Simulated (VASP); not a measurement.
A run of VASP 6.6.1 is set up as follows.

INCAR

```
SYSTEM = HfB4
PREC = Accurate ; ENCUT = 600
EDIFF = 1E-6 ; ISMEAR = 0
SIGMA = 0.1 ; LREAL = .FALSE.
LASPH = .TRUE. ; NELM = 60
ALGO = Fast ; ISIF = 3
LWAVE = .FALSE. ; LCHARG = .FALSE.
GGA = PE ; IVDW = 12
IBRION = 2 ; NSW = 100
EDIFFG = -0.01
```

The input KPOINTS:

```
regular mesh
0
G
  15 15 8
  0 0 0
```

POSCAR

```
HfB4
1.0
    3.0920754006      0.0000000000      0.0000000000
   -1.5460377003      2.6778158473      0.0000000000
    0.0000000000      0.0000000000      5.2857590289
Hf B
1 4
Direct
    0.0000000000      0.0000000000      0.0000000000
    0.3333333333      0.6666666667      0.6804503771
    0.6666666667      0.3333333333      0.6804503771
    0.3333333333      0.6666666667      0.3195496229
    0.6666666667      0.3333333333      0.3195496229
```

Potentials or basis: VASP PAW PBE potentials, release 64 (Hf_pv, B).

Command:

```sh
$ cat potpaw_PBE.64/Hf_pv/POTCAR potpaw_PBE.64/B/POTCAR > POTCAR
$ mpirun -np 1 vasp_std > vasp.out
```

(1) Estimate the dispersion energy per atom.

(2) Predict the space group after relaxing (to 0.05 Å).

Results:

(1) -0.307 eV.

(2) P6/mmm (No. 191).
